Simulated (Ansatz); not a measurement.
Rock-salt NaBr, treated with LDA (Ansatz, an electronic-structure program, plane waves, PAW).

Numerical settings: plane-wave cutoff 500 eV, 10×10×10 k mesh, gaussian smearing 0.02 eV, scalar-relativistic PAW data made under PBE.

Cell (relaxed at this level):

```xyz
2
Lattice="0.0000 2.8927 2.8927 2.8927 0.0000 2.8927 2.8927 2.8927 0.0000" Properties=species:S:1:pos:R:3 pbc="T T T"
Na     0.0000     0.0000     0.0000
Br     2.8927     2.8927     2.8927
```

### Question
Give the computed band gap.

### Answer

- band gap = 4.08 eV (on the SCF k mesh)

Measured, for comparison: band gap 7.1 eV (temperature not stated, no zero-point or thermal correction; as tabulated in Aguado et al. (1998), arXiv:cond-mat/9809176).

Spin–orbit coupling is not included.

It cost around 16 core-seconds (rough) of CPU time.
